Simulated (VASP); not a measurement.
BN:

```xyz
2
Lattice="1.2511 0.7223 3.3729 -1.2511 0.7223 3.3729 0.0000 -1.4447 3.3729" Properties=species:S:1:pos:R:3 pbc="T T T"
N     0.0000    0.0000    6.7517
B     0.0000    0.0000    0.0033
```

The cell is a database's computed one.

Base run:

| Property | Result |
| --- | --- |
| Program | VASP 6.6.1 |
| Functional | SCAN |
| Potentials or basis | VASP PAW PBE potentials, release 64 (N, B) |
| Cutoff | 520 eV |
| k mesh | 12 × 12 × 12 |
| Occupations | fermi-dirac, width 0.05 eV |
| Spin | no spin polarisation |

Its results: band gap on the k mesh 4.75 eV, indirect (least direct gap 5.28 eV); pressure -1.3 GPa; largest force 0.010 eV/Å.

Q: After a change of settings the same cell gave: band gap on the k mesh 4.84 eV, indirect (least direct gap 5.39 eV); pressure 0.1 GPa; largest force 0.008 eV/Å. Which change was it?
A. functional from SCAN to rSCAN; further incar settings from ALGO = Normal; EDIFF = 1e-06 to ALGO = Normal; EDIFF = 1e-07
B. functional from SCAN to r2SCAN
C. functional from SCAN to TPSS; further incar settings from ALGO = Normal; EDIFF = 1e-06 to ALGO = Normal; EDIFF = 1e-06; NBANDS = 11

A: B.

Caveats: the PAW data sets were made with another functional, which shifts forces and pressure a little.

Runs at the PBE level aren't shown here.
